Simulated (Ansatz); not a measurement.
## In under compression and expansion

```
In
1.0
     3.08684    0.00000    0.00000
     0.00000    3.08684    0.00000
     0.00000    0.00000    3.08684
In
1
Direct
  0.00000 0.00000 0.00000
```

The cell was built from the sc type and relaxed in the same program, and has space group Pm-3m; it needn't be a known or the stable phase.

Spin–orbit coupling is left out, though it moves levels of the heavy atoms by tenths of an eV or more.

All numbers are computed: DFT, PBE, all-electron LAPW, scalar-relativistic (Ansatz 0.2.0); DFT, PBE, PAW with Ansatz's default frozen-core files, scalar-relativistic (Ansatz 0.2.0).

For LAPW: a Γ-centred 12×12×12 k mesh, Fermi–Dirac smearing of 0.03 eV, basis error target 0.25 meV/atom, no spin polarisation. PAW takes a cutoff of 420 eV at this cell. The Ansatz runs share mesh, smearing and spin set-up. Plane-wave (PAW) pressures include the program's estimate of the Pulay term.

The cell above is scaled evenly, with fractional coordinates and shape held.

Q: Estimate the equilibrium volume and bulk modulus that all-electron LAPW gives for this fixed shape.

A: V0 = 29.42 Å³/atom, B0 = 30 GPa, B0′ = 7.3, from a third-order Birch–Murnaghan fit to these pressures:
```json
{"V/V(cell)": "0.9405", "V (Å³/atom)": "27.663", "P, LAPW (GPa)": "2.31", "P, PAW (GPa)": "2.31"}
{"V/V(cell)": "0.9700", "V (Å³/atom)": "28.531", "P, LAPW (GPa)": "1.02", "P, PAW (GPa)": "1.01"}
{"V/V(cell)": "1.0000", "V (Å³/atom)": "29.413", "P, LAPW (GPa)": "0.03", "P, PAW (GPa)": "0.02"}
{"V/V(cell)": "1.0300", "V (Å³/atom)": "30.296", "P, LAPW (GPa)": "-0.80", "P, PAW (GPa)": "-0.81"}
{"V/V(cell)": "1.0600", "V (Å³/atom)": "31.178", "P, LAPW (GPa)": "-1.41", "P, PAW (GPa)": "-1.41"}
```

PAW's V0 lies -0.02 % from the all-electron value and its B0 0.0 %. Symmetry fixes shape and coordinates here, so this is the relaxed modulus.
